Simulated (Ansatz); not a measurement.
Runs of Ansatz 0.2.0 on GaN. Symmetry: F-43m, No. 216, cubic system. Conventional cell: a = 4.507 Å, b = 4.507 Å, c = 4.507 Å, α = 90.00°, β = 90.00°, γ = 90.00°. Ga (site symmetry -43m) is surrounded by 4 N at 1.95 Å. N (site symmetry -43m) has 4 Ga at 1.95 Å as nearest neighbours. The cell is a database's computed one.

```csv
task,level,potentials or basis,spin,cell,k mesh,cutoff (eV),smearing,points for each segment of the path,gap on the mesh (eV),pressure (GPa),V0 of scaled cells (Å³/atom),B0 (GPa)
single point,PBE,Ansatz PAW,off,as given,10 × 10 × 10,300,fermi-dirac 0.05 eV,-,(c),(a),-,-
equation of state,r2SCAN+D3(BJ),Ansatz PAW,off,as given,10 × 10 × 10,500,fermi-dirac 0.05 eV,-,-,-,11.28,201
equation of state,PBE+D3(BJ),Ansatz PAW,off,as given,10 × 10 × 10,420,fermi-dirac 0.05 eV,-,-,-,11.53,181
band structure,PBE,SPMS NC,off,as given,10 × 10 × 10,1034,fermi-dirac 0.05 eV,14,(b),5.6,-,-
equation of state,PBE,Ansatz PAW earlier set,off,as given,10 × 10 × 10,1020,fermi-dirac 0.05 eV,-,-,-,11.76,172
Born charges and dielectric tensor,r2SCAN,Ansatz PAW,off,as given,10 × 10 × 10,500,fixed,-,2.13,-,-,-
single point,PBE,Ansatz PAW,off,as given,14 × 14 × 14,420,fermi-dirac 0.05 eV,-,1.72,5.0,-,-
band structure,PBE,Ansatz PAW earlier set,off,as given,10 × 10 × 10,1300,fermi-dirac 0.05 eV,14,1.73,4.9,-,-
band structure,revPBE,Ansatz PAW,off,as given,10 × 10 × 10,420,fermi-dirac 0.05 eV,14,1.74,(d),-,-
relaxation of cell and atoms,PBEsol,Ansatz PAW,off,relaxed,10 × 10 × 10,420,fermi-dirac 0.05 eV,-,1.70,0.0,-,-
band structure,LDA,Ansatz PAW,"SOC, no magnetisation",as given,10 × 10 × 10,420,fermi-dirac 0.05 eV,14,1.73,-6.5,-,-
```

Estimate the missing entries.

(a) 5.1; (b) 1.76; (c) 1.71; (d) 8.0.

Caveats: the PAW data sets come from PBE, with cores solved anew for the run's functional, which leaves a small shift of forces and pressure (some runs); the pressure holds a Pulay correction of +18.1 GPa for the finite cutoff (some runs); the cutoff lies under the one recommended for these potentials (some runs); the PAW data sets were made with another functional, which shifts forces and pressure a little (some runs); the plane-wave basis is chosen anew once the cell has moved, so the energies of steps on either side of that aren't comparable (some runs).

A k mesh can miss the band edges, and rows without SOC leave out spin-orbit coupling on Ga.

The runs don't all hold the same shells in valence.
